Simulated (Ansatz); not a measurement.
# Straining VH2

Computed with DFT r2SCAN, scalar-relativistic, plane waves, PAW in Ansatz. (500 eV cutoff, 12×12×8 k-mesh, Gaussian smearing of 0.10 eV, no spin polarisation)

The relaxed crystal:

```
CELL_PARAMETERS angstrom
2.09375 2.09375 0.00000
-2.09375 2.09375 0.00000
0.00000 0.00000 4.18751
ATOMIC_POSITIONS crystal
V 0.00000 0.00000 0.00000
V 0.50000 0.50000 0.50000
H 0.00000 0.50000 0.75000
H 0.50000 0.00000 0.75000
H 0.50000 0.00000 0.25000
H 0.00000 0.50000 0.25000
```

Deformation: biaxial strain in the a-b plane, with the length and tilt of c and the atoms relaxed, all within the symmetry that the strain leaves. Energies are extrapolated to zero smearing.

| strain (%) | ΔE (meV/atom) | a (Å) | b (Å) | c (Å) |
| --- | --- | --- | --- | --- |
| -3.0 | 12.3 | 2.872 | 2.872 | 4.292 |
| -2.0 | 5.4 | 2.902 | 2.902 | 4.255 |
| -1.0 | 1.3 | 2.931 | 2.931 | 4.220 |
| +0.0 | 0.0 | 2.961 | 2.961 | 4.188 |
| +1.0 | 1.3 | 2.991 | 2.991 | 4.155 |
| +2.0 | 5.1 | 3.020 | 3.020 | 4.123 |
| +3.0 | 11.1 | 3.050 | 3.050 | 4.090 |

Q: What stiffness (1/V) d²E/dε² at zero strain does a cubic fit over all points give?

A: A cubic fit gives (1/V) d²E/dε² = 678 GPa at zero strain (twice the biaxial modulus).

Q: How does the free axis c answer a small strain?

A: Between the innermost points its strain is -0.78 times the applied one.

Cost: 7 runs of about 5 core-minutes in all, on Arm Neoverse V2 (shared hosts).